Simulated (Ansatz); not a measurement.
# HfC (Fm-3m) in Ansatz: notebook

One crystal, HfC, is run at these levels: PBEsol; tasks: band structure.

Everything below comes from runs of Ansatz 0.2.0. Logs are shortened: lines on timing, memory, paths and dates and some standing lists are left out, and cuts for length are marked.

### 1 The undisturbed crystal

It takes space group Fm-3m (No. 225, cubic). The conventional cell has a = 4.650 Å, b = 4.650 Å, c = 4.650 Å, α = 90.00°, β = 90.00°, γ = 90.00°. Around Hf (site symmetry m-3m) lie 6 C at 2.33 Å. C (site symmetry m-3m) is surrounded by 6 Hf at 2.33 Å.

### 2 Band structure, PBEsol (strain_z_fixed_volume = 0)

Input file input.yaml:

```yaml
crystal:
  lattice:
    - [0.0, 2.325, 2.325]
    - [2.325, 0.0, 2.325]
    - [2.325, 2.325, 0.0]
  atoms:
    - { symbol: Hf, position: [0.5, 0.5, 0.5] }
    - { symbol: C, position: [0.0, 0.0, 0.0] }
kpoints:
  mp_grid: { grid: [10, 10, 10] }
  band_path:
    path:
      - [0.0, 0.0, 0.0]
      - [0.5, 0.0, 0.5]
      - [0.5, 0.25, 0.75]
      - [0.375, 0.375, 0.75]
      - [0.0, 0.0, 0.0]
      - [0.5, 0.5, 0.5]
      - [0.625, 0.25, 0.625]
      - [0.5, 0.25, 0.75]
    npoints: 8
scf:
  occupations: { method: fermi_dirac, width: 0.05 }
hamiltonian:
  xc: pbesol
  pseudopotentials: { kind: all_electron, lapw: { basis_error: 0.001 } }
output:
  forces: true
  stress: true
  eigenvalues: true
```

Potentials or basis: all-electron LAPW, scalar-relativistic.

Started as:

```bash
ansatz run input.yaml --threads 1 --pin off --max-ram 3072MiB --backend cpu --events-out ev --progress --plain --runs-dir out
```

What it wrote:

```text
Warning: RAYON_NUM_THREADS=1 ignored (pool sized by the plan → 1); use --threads N
LAPW: plane waves up to 8.910 Å⁻¹, error target 1.0e-3 eV per atom; small_component_spin mean_spin; C in spheres of 0.956 Å, 6 of its electrons in bands, Dirac shells []; Hf in spheres of 1.369 Å, 42 of its electrons in bands, Dirac shells [] (how accurate: hamiltonian.pseudopotentials.lapw.basis_error, Limitations)
Engine: ansatz 0.2.0, aarch64-unknown-linux-gnu
Pseudopotentials: kind: all_electron
Pseudopotential: Hf, LAPW, valence charge 42, lapw/all_electron/scalar/gaussian/Hf, Koelling and Harmon's equation, gaussian nucleus
Pseudopotential: C, LAPW, valence charge 6, lapw/all_electron/scalar/gaussian/C, Koelling and Harmon's equation, gaussian nucleus
Functional definition: PBEsol
  exchange = pbesol_x
  correlation = pbesol_c
Crystal: 2 atoms, lattice volume = 25.136 Å³
Basis set: ecut = 302.45489038547646 eV, 307 PW (Γ), exchange–correlation at level 2
Bands: 29, of which v1, the nominal top of the filled ones, is band 24 counted from 1 (23 counted from 0)
Symmetry: 48 space group operations
Space group: Fm-3m (ITA 225), of the structure as read, at distance tolerance 2.9e-5 Å
k-points: 47 of 1000
Non-local potential: Hf, projectors of the file, none
Non-local potential: C, projectors of the file, none
Initial density: superposition of atomic densities (chi_scale 0.1, normalization cell, long waves kept (reshape's long-wave potential 0.00 eV rms))
Initial wavefunctions: plane waves of lowest kinetic energy (no species holds an atomic orbital)
Functional: x = pbesol(κ = 0.804, μ = 0.12345679012345678), c = pbesol(β = 0.046)
iter 1 solved again at ethr=1.14e-2 eV; its pass at ethr=1.00e-1 eV (dr2=5.49e0 eV) is discarded
SCF iter   1: F=—  HF=-411163.405869 eV  |F-HF|=—  |Δ(HF+E_count)|=         —  Δρ=1.24e-1  dr2=5.49e0  ethr=1.14e-2  ⟨swp⟩=2.0  Hψ=8142  notcnv=0
preconditioner: auto → none  [insulator: Δε(μ)=0.378 eV  Ē_g=18.060 eV  σ=0.050 eV  W_gap=0.57  n_scr=14 (ndim 8)  ℏωp=39.2 eV  f_vac=0.000  D(μ)=0.15/eV (n_scr^D=0)  ε∞_Penn≈5.7]
SCF iter   2: F=—  HF=-411162.515565 eV  |F-HF|=—  |Δ(HF+E_count)|=   8.90e-1  Δρ=7.82e-2  dr2=1.94e0  ethr=1.14e-2  ⟨swp⟩=3.0  Hψ=4169  notcnv=0
iter 3 solved again at ethr=4.42e-5 eV; its pass at ethr=4.04e-3 eV (dr2=2.12e-2 eV) is discarded
SCF iter   3: F=—  HF=-411161.531869 eV  |F-HF|=—  |Δ(HF+E_count)|=   9.84e-1  Δρ=1.15e-2  dr2=2.13e-2  ethr=4.42e-5  ⟨swp⟩=2.0  Hψ=7121  notcnv=0
SCF iter   4: F=—  HF=-411161.524653 eV  |F-HF|=—  |Δ(HF+E_count)|=         —  Δρ=4.86e-3  dr2=4.62e-3  ethr=4.42e-5  ⟨swp⟩=2.0  Hψ=4082  notcnv=0
the basis was enlarged: its passes take 266.9 KiB over the memory plan, 1 of 1 planned eigensolver slots
SCF iter   5: F=—  HF=-411161.523303 eV  |F-HF|=—  |Δ(HF+E_count)|=   1.35e-3  Δρ=9.51e-4  dr2=1.29e-4  ethr=9.62e-6  ⟨swp⟩=2.0  Hψ=4076  notcnv=0
SCF iter   6: F=—  HF=-411161.522965 eV  |F-HF|=—  |Δ(HF+E_count)|=   3.38e-4  Δρ=2.58e-4  dr2=1.42e-5  ethr=2.69e-7  ⟨swp⟩=2.4  Hψ=4138  notcnv=0
SCF iter   7: F=—  HF=-411161.522919 eV  |F-HF|=—  |Δ(HF+E_count)|=   4.56e-5  Δρ=1.97e-5  dr2=9.15e-8  ethr=2.96e-8  ⟨swp⟩=3.0  Hψ=4218  notcnv=0
SCF iter   8: F=-411161.522919 eV  HF=-411161.522919 eV  |F-HF|=2.33e-10  |Δ(HF+E_count)|=   3.28e-7  Δρ=9.78e-7  dr2=1.05e-10  ethr=1.91e-10  ⟨swp⟩=3.0  Hψ=4262  notcnv=0
SCF 1 converged in 8 iterations: F = -411161.522919 eV  dr2 = 1.05e-10
NSCF: frozen V_eff on 57 k-points
SCF converged after 8 iterations
Free energy (F): -411161.522919 eV
Harris-Foulkes:  -411161.522919 eV  (|F-HF|=2.33e-10)
Internal energy: -411161.520144 eV  (E = F + TS)
E sigma→0 (E₀):  -411161.521532 eV
Entropy (-TS):   -0.002775 eV (-1.388 meV/atom)
Fermi energy:    20.371739 eV
--- Per-component energies (eV) ---
  E_band       = -4277.925721
  E_kinetic    = 457329.479425
  E_xc         = -8434.131461
  E_electrostatic = -860056.868108  (all electrons and nuclei)
  E_smearing   = -0.002775  (= −TS)
  E_closure    = 0.000000  (closes the sum)
  E_atoms      = -411142.005238  (free atoms, spherical and without spin; not in F)
  Σ components = -411161.522919   (vs F -411161.522919, Δ=0.00e0)
  Basis errors (estimates in eV, not in F): energy 3.6e-4 per atom: plane waves 3.2e-4 (1.8e-4 summed), levels above the bands 2.4e-61, relativity 3.2e-8, radial functions 3.8e-5, core shells 1.1e-7; eigenvalues (radial functions only) 4.1e-6; not estimated: angular momenta, meshes, grids; target (lapw.basis_error) 1.0e-3; muffin-tin radii C 0.956 Å, Hf 1.369 Å
--- Forces (eV/Å), atoms counted from 1 ---
  atom   1  Hf     0.00000000    -0.00000000    -0.00000000
  atom   2  C     -0.00000000     0.00000000    -0.00000000
  max |Σ_I F_I| component: 1.35e-30 eV/Å
--- Stress (GPa, compression-positive) ---
       -6.475072      -0.000000       0.000000
       -0.000000      -6.475072      -0.000000
        0.000000      -0.000000      -6.475072
  P = ⅓ Tr σ = -6.4751 GPa (-64.751 kbar)
--- Band table (eV; the first three rows and the last of 47) ---
  k-point 0: bands = ["-351.8817", "-351.8817", "-351.8817", "-242.9306", "-179.9714", "-179.9714", "-179.9714", "-179.9540", "-179.9540", "-40.7395", "-9.1962", "-9.1962", "-9.1962", "8.0227", "9.2811", "9.2897", "9.2897", "9.2897", "9.3713", "9.3713", "9.3713", "21.4043", "21.4043", "21.4043", "21.6441", "21.6441", "21.6441", "23.6603", "23.6603"]
  k-point 1: bands = ["-351.8817", "-351.8817", "-351.8817", "-242.9306", "-179.9714", "-179.9714", "-179.9714", "-179.9540", "-179.9540", "-40.7356", "-9.2658", "-9.2030", "-9.2030", "8.2657", "9.2847", "9.2955", "9.2955", "9.2964", "9.3659", "9.3659", "9.3716", "19.9786", "20.3706", "20.3706", "22.0675", "22.0675", "22.4727", "24.7842", "24.7842"]
  k-point 2: bands = ["-351.8817", "-351.8817", "-351.8817", "-242.9306", "-179.9714", "-179.9714", "-179.9714", "-179.9540", "-179.9540", "-40.7255", "-9.4433", "-9.2205", "-9.2205", "8.8854", "9.2949", "9.3108", "9.3108", "9.3524", "9.3524", "9.3722", "9.3768", "18.1975", "19.1101", "19.1101", "22.8103", "22.8103", "23.0141", "26.7767", "26.7767"]
  k-point 46: bands = ["-351.8817", "-351.8817", "-351.8817", "-242.9306", "-179.9714", "-179.9714", "-179.9714", "-179.9540", "-179.9540", "-40.6852", "-9.6728", "-9.5598", "-9.4427", "9.2760", "9.3140", "9.3186", "9.3186", "9.3400", "9.3461", "9.3461", "10.6855", "17.5711", "17.5726", "17.6696", "22.9731", "24.9533", "27.0306", "27.2170", "28.6613"]
```

Run time: 13 s. Hardware: 1 thread of Arm Neoverse V2, shared host; peak memory 0.32 GiB.

What came out:

| Property | Result |
| --- | --- |
| Free energy | -411161.5229 eV |
| Pressure | -6.5 GPa |
| Band gap along the path | none (metal or under the smearing width) |

Levels at the corners of the path, in eV from the Fermi level:
```csv
point,band 21,band 22,band 23,band 24,band 25,band 26,band 27,band 28
Γ,-11.00,1.03,1.03,1.03,1.27,1.27,1.27,3.29
X,-10.44,-2.66,-1.89,-0.10,-0.10,5.22,6.65,6.65
W,-9.59,-3.04,-2.78,-2.78,3.60,3.60,6.66,6.96
K,-9.69,-3.58,-2.80,-1.68,1.51,5.69,6.09,8.13
Γ,-11.00,1.03,1.03,1.03,1.27,1.27,1.27,3.29
L,-8.42,-6.24,-3.07,-3.07,5.22,5.22,5.68,6.48
U,-9.69,-3.58,-2.80,-1.68,1.51,5.69,6.09,8.13
W,-9.59,-3.04,-2.78,-2.78,3.60,3.60,6.66,6.96
```

Caveat: spin-orbit coupling is left out, which moves the levels of the heavy elements.

### 3 Band structure, PBEsol, 12.57 Å³/atom (strain_z_fixed_volume = -0.04)

Input file input.yaml:

```yaml
crystal:
  lattice:
    - [0.0, 2.3729431883, 2.232]
    - [2.3729431883, 0.0, 2.232]
    - [2.3729431883, 2.3729431883, 0.0]
  atoms:
    - { symbol: Hf, position: [0.5, 0.5, 0.5] }
    - { symbol: C, position: [0.0, 0.0, 0.0] }
kpoints:
  mp_grid: { grid: [10, 10, 10] }
  band_path:
    path:
      - [0.0, 0.0, 0.0]
      - [0.0, 0.5, 0.5]
      - [0.2825701678, 0.5, 0.7825701678]
      - [0.3912850839, 0.3912850839, 0.7825701678]
      - [0.0, 0.0, 0.0]
      - [-0.5, -0.5, 0.0]
      - [-0.3912850839, -0.3912850839, 0.2174298322]
      - [0.0, 0.0, 0.5]
    npoints: 8
scf:
  occupations: { method: fermi_dirac, width: 0.05 }
hamiltonian:
  xc: pbesol
  pseudopotentials: { kind: all_electron, lapw: { basis_error: 0.001 } }
output:
  forces: true
  stress: true
  eigenvalues: true
```

Potentials or basis: all-electron LAPW, scalar-relativistic.

Started as:

```bash
ansatz run input.yaml --threads 1 --pin off --max-ram 3072MiB --backend cpu --events-out ev --progress --plain --runs-dir out
```

What it wrote:

```text
Warning: RAYON_NUM_THREADS=1 ignored (pool sized by the plan → 1); use --threads N
LAPW: plane waves up to 9.321 Å⁻¹, error target 1.0e-3 eV per atom; small_component_spin mean_spin; C in spheres of 0.911 Å, 6 of its electrons in bands, Dirac shells []; Hf in spheres of 1.321 Å, 42 of its electrons in bands, Dirac shells [] (how accurate: hamiltonian.pseudopotentials.lapw.basis_error, Limitations)
Engine: ansatz 0.2.0, aarch64-unknown-linux-gnu
Pseudopotentials: kind: all_electron
Pseudopotential: Hf, LAPW, valence charge 42, lapw/all_electron/scalar/gaussian/Hf, Koelling and Harmon's equation, gaussian nucleus
Pseudopotential: C, LAPW, valence charge 6, lapw/all_electron/scalar/gaussian/C, Koelling and Harmon's equation, gaussian nucleus
Functional definition: PBEsol
  exchange = pbesol_x
  correlation = pbesol_c
Crystal: 2 atoms, lattice volume = 25.136 Å³
Basis set: ecut = 331.0364741383325 eV, 331 PW (Γ), exchange–correlation at level 2
Bands: 29, of which v1, the nominal top of the filled ones, is band 24 counted from 1 (23 counted from 0)
Symmetry: 16 space group operations
Space group: I4/mmm (ITA 139), of the structure as read, at distance tolerance 2.9e-5 Å
k-points: 102 of 1000
Non-local potential: Hf, projectors of the file, none
Non-local potential: C, projectors of the file, none
Initial density: superposition of atomic densities (chi_scale 0.1, normalization cell, long waves kept (reshape's long-wave potential 0.00 eV rms))
Initial wavefunctions: plane waves of lowest kinetic energy (no species holds an atomic orbital)
Functional: x = pbesol(κ = 0.804, μ = 0.12345679012345678), c = pbesol(β = 0.046)
iter 1 solved again at ethr=1.24e-2 eV; its pass at ethr=1.00e-1 eV (dr2=5.95e0 eV) is discarded
SCF iter   1: F=—  HF=-411163.358699 eV  |F-HF|=—  |Δ(HF+E_count)|=         —  Δρ=1.28e-1  dr2=5.95e0  ethr=1.24e-2  ⟨swp⟩=2.0  Hψ=18149  notcnv=0
preconditioner: auto → none  [insulator: Δε(μ)=0.156 eV  Ē_g=18.047 eV  σ=0.050 eV  W_gap=0.57  n_scr=14 (ndim 8)  ℏωp=39.2 eV  f_vac=0.000  D(μ)=0.08/eV (n_scr^D=0)  ε∞_Penn≈5.7]
SCF iter   2: F=—  HF=-411162.445552 eV  |F-HF|=—  |Δ(HF+E_count)|=   9.13e-1  Δρ=8.25e-2  dr2=2.15e0  ethr=1.24e-2  ⟨swp⟩=3.0  Hψ=9111  notcnv=0
iter 3 solved again at ethr=4.89e-5 eV; its pass at ethr=4.49e-3 eV (dr2=2.35e-2 eV) is discarded
SCF iter   3: F=—  HF=-411161.452946 eV  |F-HF|=—  |Δ(HF+E_count)|=   9.93e-1  Δρ=1.25e-2  dr2=2.35e-2  ethr=4.89e-5  ⟨swp⟩=2.0  Hψ=15357  notcnv=0
SCF iter   4: F=—  HF=-411161.445027 eV  |F-HF|=—  |Δ(HF+E_count)|=         —  Δρ=5.36e-3  dr2=5.03e-3  ethr=4.89e-5  ⟨swp⟩=2.0  Hψ=8695  notcnv=0
the basis was enlarged: its passes take 141.2 KiB over the memory plan, 1 of 1 planned eigensolver slots
SCF iter   5: F=—  HF=-411161.443744 eV  |F-HF|=—  |Δ(HF+E_count)|=   1.28e-3  Δρ=9.37e-4  dr2=1.43e-4  ethr=1.05e-5  ⟨swp⟩=2.0  Hψ=8638  notcnv=0
SCF iter   6: F=—  HF=-411161.443460 eV  |F-HF|=—  |Δ(HF+E_count)|=   2.84e-4  Δρ=2.03e-4  dr2=1.02e-5  ethr=2.97e-7  ⟨swp⟩=3.0  Hψ=8942  notcnv=0
SCF iter   7: F=—  HF=-411161.443441 eV  |F-HF|=—  |Δ(HF+E_count)|=   1.89e-5  Δρ=2.41e-5  dr2=6.65e-8  ethr=2.12e-8  ⟨swp⟩=3.0  Hψ=8990  notcnv=0
SCF iter   8: F=-411161.443441 eV  HF=-411161.443441 eV  |F-HF|=6.40e-10  |Δ(HF+E_count)|=   3.93e-8  Δρ=1.77e-6  dr2=4.71e-10  ethr=1.39e-10  ⟨swp⟩=3.0  Hψ=8914  notcnv=0
SCF 1 converged in 8 iterations: F = -411161.443441 eV  dr2 = 4.71e-10
NSCF: frozen V_eff on 57 k-points
SCF converged after 8 iterations
Free energy (F): -411161.443441 eV
Harris-Foulkes:  -411161.443441 eV  (|F-HF|=6.40e-10)
Internal energy: -411161.440882 eV  (E = F + TS)
E sigma→0 (E₀):  -411161.442162 eV
Entropy (-TS):   -0.002559 eV (-1.280 meV/atom)
Fermi energy:    20.314680 eV
--- Per-component energies (eV) ---
  E_band       = -4277.451506
  E_kinetic    = 457330.180227
  E_xc         = -8434.238691
  E_electrostatic = -860057.382418  (all electrons and nuclei)
  E_smearing   = -0.002559  (= −TS)
  E_closure    = 0.000000  (closes the sum)
  E_atoms      = -411142.005238  (free atoms, spherical and without spin; not in F)
  Σ components = -411161.443441   (vs F -411161.443441, Δ=0.00e0)
  Basis errors (estimates in eV, not in F): energy 3.9e-4 per atom: plane waves 3.5e-4 (2.0e-4 summed), levels above the bands 7.8e-66, relativity 3.4e-8, radial functions 3.9e-5, core shells 3.3e-7; eigenvalues (radial functions only) 3.9e-6; not estimated: angular momenta, meshes, grids; target (lapw.basis_error) 1.0e-3; muffin-tin radii C 0.911 Å, Hf 1.321 Å
--- Forces (eV/Å), atoms counted from 1 ---
  atom   1  Hf     0.00000000     0.00000000     0.00000000
  atom   2  C     -0.00000000     0.00000000    -0.00000000
  max |Σ_I F_I| component: 4.66e-30 eV/Å
--- Stress (GPa, compression-positive) ---
      -13.330863       0.000000       0.000000
        0.000000     -13.330863       0.000000
        0.000000       0.000000      12.164295
  P = ⅓ Tr σ = -4.8325 GPa (-48.325 kbar)
--- Band table (eV; the first three rows and the last of 102) ---
  k-point 0: bands = ["-351.8763", "-351.8763", "-351.8478", "-242.9247", "-179.9719", "-179.9547", "-179.9480", "-179.9480", "-179.9236", "-40.7264", "-9.2032", "-9.2032", "-9.1601", "8.0150", "9.2923", "9.2923", "9.2966", "9.3206", "9.3856", "9.3856", "9.3909", "21.2964", "21.2964", "21.4507", "21.4507", "21.6367", "22.0975", "23.2580", "23.6794"]
  k-point 1: bands = ["-351.8763", "-351.8763", "-351.8478", "-242.9247", "-179.9719", "-179.9547", "-179.9480", "-179.9480", "-179.9236", "-40.7225", "-9.2618", "-9.2130", "-9.1752", "8.2595", "9.2972", "9.2980", "9.3009", "9.3271", "9.3813", "9.3819", "9.3888", "19.9320", "20.2012", "20.5344", "21.9582", "22.1890", "22.5504", "24.3713", "24.8290"]
  k-point 2: bands = ["-351.8763", "-351.8763", "-351.8478", "-242.9247", "-179.9719", "-179.9547", "-179.9480", "-179.9480", "-179.9236", "-40.7122", "-9.4370", "-9.2386", "-9.1881", "8.8845", "9.3099", "9.3132", "9.3226", "9.3672", "9.3721", "9.3893", "9.3955", "18.1755", "18.9644", "19.2347", "22.7668", "22.8965", "23.0328", "26.3097", "26.7899"]
  k-point 101: bands = ["-351.8763", "-351.8763", "-351.8478", "-242.9247", "-179.9719", "-179.9547", "-179.9480", "-179.9480", "-179.9236", "-40.6647", "-9.7717", "-9.4834", "-9.4834", "9.3088", "9.3088", "9.3250", "9.3600", "9.3727", "9.3784", "9.3784", "9.9780", "18.1978", "18.3856", "20.0238", "20.0238", "25.6480", "26.9957", "26.9957", "28.5374"]
```

bands.tsv:

```text
# k_distance	band_0	band_1	band_2	band_3	band_4	band_5	band_6	band_7	band_8	band_9	band_10	band_11	band_12	band_13	band_14	band_15	band_16	band_17	band_18	band_19	band_20	band_21	band_22	band_23	band_24	band_25	band_26	band_27	band_28
[... 68 lines left out ...]
6.529442	-372.190945	-372.190945	-372.162495	-263.239396	-200.286586	-200.269401	-200.262724	-200.262724	-200.238246	-60.999398	-30.185104	-29.623128	-29.539961	-11.112457	-10.990574	-10.984766	-10.973057	-10.961036	-10.923615	-10.920203	-8.386230	-6.109997	-3.058795	-2.960049	4.710914	5.554976	5.783686	6.879697	10.560117
6.639498	-372.190945	-372.190945	-372.162495	-263.239396	-200.286586	-200.269401	-200.262724	-200.262724	-200.238246	-60.999937	-30.190680	-29.619532	-29.527829	-11.113862	-10.990220	-10.984744	-10.973523	-10.960843	-10.923019	-10.918941	-8.332633	-6.182774	-3.097797	-2.997655	5.001660	5.574037	5.855608	6.501155	10.677025
```

Wall time 24 s (1 thread of Arm Neoverse V2, shared host); peak memory 0.43 GiB.

Results:

```
Free energy             : -411161.4434 eV
Pressure                : -4.8 GPa
Band gap along the path : none (metal or under the smearing width)
```

Caveat: spin-orbit coupling is left out, which moves the levels of the heavy elements.

### 4 Band structure, PBEsol, 12.57 Å³/atom (strain_z_fixed_volume = -0.02)

Input file input.yaml:

```yaml
crystal:
  lattice:
    - [0.0, 2.3486046661, 2.2785]
    - [2.3486046661, 0.0, 2.2785]
    - [2.3486046661, 2.3486046661, 0.0]
  atoms:
    - { symbol: Hf, position: [0.5, 0.5, 0.5] }
    - { symbol: C, position: [0.0, 0.0, 0.0] }
kpoints:
  mp_grid: { grid: [10, 10, 10] }
  band_path:
    path:
      - [0.0, 0.0, 0.0]
      - [0.0, 0.5, 0.5]
      - [0.2656206173, 0.5, 0.7656206173]
      - [0.3828103086, 0.3828103086, 0.7656206173]
      - [0.0, 0.0, 0.0]
      - [-0.5, -0.5, 0.0]
      - [-0.3828103086, -0.3828103086, 0.2343793827]
      - [0.0, 0.0, 0.5]
    npoints: 8
scf:
  occupations: { method: fermi_dirac, width: 0.05 }
hamiltonian:
  xc: pbesol
  pseudopotentials: { kind: all_electron, lapw: { basis_error: 0.001 } }
output:
  forces: true
  stress: true
  eigenvalues: true
```

Started as:

```bash
ansatz run input.yaml --threads 1 --pin off --max-ram 3072MiB --backend cpu --events-out ev --progress --plain --runs-dir out
```

It took 25 s on 1 thread of Arm Neoverse V2, shared host; peak memory 0.42 GiB.

Results (log left out):

```yaml
Free_energy: -411161.5039 eV
Pressure: -6.1 GPa
Band_gap_along_the_path: none (metal or under the smearing width)
```

Caveat: spin-orbit coupling is left out, which moves the levels of the heavy elements.
